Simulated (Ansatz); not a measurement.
Method: DFT PBE, scalar-relativistic, plane waves, PAW in Ansatz. All cells share a 420 eV cutoff and Γ-centred k meshes spaced at most about 0.3 Å⁻¹ (about 0.25 or finer for metals, 2π included). No spin polarisation.

Each guess is relaxed in cell and atoms at zero pressure, on a coarse mesh first where it starts far from rest and then on a converged one. The steps can't lower the symmetry of the start, but it can rise. Energies are static (0 K, no zero-point motion).

Two unrelaxed guesses for Sc₃Al₂:

A.

```yaml
crystal:
  lattice:
    - [0.00000, 2.16384, 10.00282]
    - [2.00056, 0.00000, 10.00282]
    - [2.00056, 2.16384, 0.00000]
  atoms:
    - { symbol: Sc, position: [0.70000, 0.70000, 0.30000] }
    - { symbol: Sc, position: [0.50000, 0.50000, 0.50000] }
    - { symbol: Sc, position: [0.30000, 0.30000, 0.70000] }
    - { symbol: Al, position: [0.10000, 0.10000, 0.90000] }
    - { symbol: Al, position: [0.90000, 0.90000, 0.10000] }
```

B.

```yaml
crystal:
  lattice:
    - [7.31977, -2.53564, 0.00000]
    - [7.31977, 2.53564, 0.00000]
    - [0.00000, 0.00000, 4.66599]
  atoms:
    - { symbol: Sc, position: [0.83333, 0.16667, 0.25000] }
    - { symbol: Sc, position: [0.43333, 0.76667, 0.25000] }
    - { symbol: Sc, position: [0.23333, 0.56667, 0.25000] }
    - { symbol: Sc, position: [0.16667, 0.83333, 0.75000] }
    - { symbol: Sc, position: [0.76667, 0.43333, 0.75000] }
    - { symbol: Sc, position: [0.56667, 0.23333, 0.75000] }
    - { symbol: Al, position: [0.03333, 0.36667, 0.25000] }
    - { symbol: Al, position: [0.63333, 0.96667, 0.25000] }
    - { symbol: Al, position: [0.36667, 0.03333, 0.75000] }
    - { symbol: Al, position: [0.96667, 0.63333, 0.75000] }
```

Question: Do they relax into the same structure? If not, which is lower?

Answer: No. A ends lower, by 232 meV/atom. A: Fmmm at 17.3 Å³/atom → I4/mmm at 20.6 Å³/atom; B: Cmcm at 17.3 Å³/atom → Cmcm at 21.0 Å³/atom. Counting all near atoms (those within 1.25 times the shortest distance at each site), the end of A and the end of B both have Sc 12, Al 12. End of A. Conventional cell: a = 3.163 Å, c = 20.552 Å. Sc on a site of symmetry 4mm is surrounded by 4 Al at 2.97 Å and 8 Sc at 3.16–3.31 Å; Sc on a site of symmetry 4/mmm has 8 Al at 2.98 Å and 4 Sc at 3.16 Å; Al is surrounded by 8 Sc at 2.97–2.98 Å and 4 Al at 3.16 Å. End of B. Conventional cell: a = 15.582 Å, b = 5.473 Å, c = 4.937 Å. Sc on a site of symmetry m2m is surrounded by 10 Sc at 3.06–3.22 Å and 2 Al at 3.13 Å; Sc on a site of symmetry m is surrounded by 5 Al at 2.98–3.17 Å and 7 Sc at 3.06–3.32 Å; Al is surrounded by 6 Sc at 2.98–3.17 Å and 6 Al at 3.04–3.14 Å.

Ends held by symmetry can be saddle points.
